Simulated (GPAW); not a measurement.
MgS (Niningerite):

```
S Mg
1.0
     0.00000    2.60165    2.60165
     2.60165    0.00000    2.60165
     2.60165    2.60165    0.00000
S Mg
1 1
Direct
  0.50000 0.50000 0.50000
  0.00000 0.00000 0.00000
```

Base run:

- Program: GPAW 26.7.0
- Functional: RPBE
- Dispersion: D3(BJ)
- Potentials or basis: the program's PAW data sets (release 1.2.1) made for this functional
- Cutoff: 800 eV
- Basis: pw
- k mesh: 9 × 9 × 9
- Occupations: gaussian, width 0.1 eV
- Spin: no spin polarisation

Its results: band gap on the k mesh 3.07 eV, indirect (least direct gap 3.88 eV); pressure -13.4 GPa.

Problem. The run is repeated on the same cell with these changes: dispersion from D3(BJ) to none. What comes out?

Solution. Band gap on the k mesh 3.07 eV, indirect (least direct gap 3.88 eV); pressure 3.2 GPa.

Dispersion adds attraction, which lowers the pressure at fixed volume and, as a term added to the energy, leaves the levels alone.

Caveats: the mesh misses the band edges, which the band path finds closer together (some runs); an odd mesh through Γ misses points on the zone boundary, where band edges often lie (some runs).
